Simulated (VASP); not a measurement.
Wanted: the native input for a VASP 6.6.1 run.

```yaml
Task: relaxation of cell and atoms
Functional: revPBE
Potentials_or_basis: VASP PAW PBE potentials, release 64 (Te, Mo_sv)
Cutoff: 600 eV
k_mesh: 7 × 7 × 2
Occupations: fermi-dirac, width 0.05 eV
Spin: no spin polarisation
Further_INCAR_settings: ALGO = Fast; EDIFF = 1e-06; IBRION = 2; EDIFFG = -0.01; NSW = 60; ISIF = 3
```

The structure of Te2Mo lies in POSCAR:

```
Te2Mo
1.0
    3.5182000000      0.0000000000      0.0000000000
   -1.7591000000      3.0468505756      0.0000000000
    0.0000000000      0.0000000000     13.9736000000
Te Mo
4 2
Direct
    0.6666666667      0.3333333333      0.3790000000
    0.3333333333      0.6666666667      0.8790000000
    0.6666666667      0.3333333333      0.1210000000
    0.3333333333      0.6666666667      0.6210000000
    0.6666666667      0.3333333333      0.7500000000
    0.3333333333      0.6666666667      0.2500000000
```

The input as run:

INCAR

```
PREC = Accurate
ENCUT = 600
EDIFF = 1E-6
ISMEAR = -1
SIGMA = 0.05
LREAL = F
LASPH = T
NELM = 80
ALGO = Fast
ISIF = 3
LWAVE = F
LCHARG = F
GGA = RE
IBRION = 2
NSW = 60
EDIFFG = -0.01
```

KPOINTS

```
regular mesh
0
Gamma
  7 7 2
```

Potentials or basis: VASP PAW PBE potentials, release 64 (Te, Mo_sv).

Command:

```sh
$ cat potpaw_PBE.64/Te/POTCAR potpaw_PBE.64/Mo_sv/POTCAR > POTCAR
$ mpirun -np 1 vasp_std > vasp.out
```

Results of the run:

The relaxed volume is 33.40 Å³/atom and the relaxed cell is a = 3.579 Å, b = 3.579 Å, c = 18.065 Å, α = 90.00°, β = 90.00°, γ = 120.00°. The space group after relaxing (to 0.05 Å) is P6_3/mmc (No. 194), the energy gained by relaxing is 45.2 meV/atom and the ionic steps are 21. The pressure after relaxing is 0.0 GPa, the largest force after relaxing is 0.005 eV/Å and the band gap on the k mesh is 1.34 eV, direct.

Caveat: the volume moved by over 15 % at a fixed basis, so the end points are rough; the PAW data sets were made with another functional, which shifts forces and pressure a little; spin-orbit coupling is left out, which moves the levels of the heavy elements; an odd mesh through Γ misses points on the zone boundary, where band edges often lie; this functional lacks dispersion, which binds the layers, so the pressure and a relaxed spacing across them are unreliable, and here the layers came unbound.

It took 16 min on 1 thread of Intel(R) Xeon(R) 6975P-C (Granite Rapids) (shared host), peak memory 0.37 GiB.
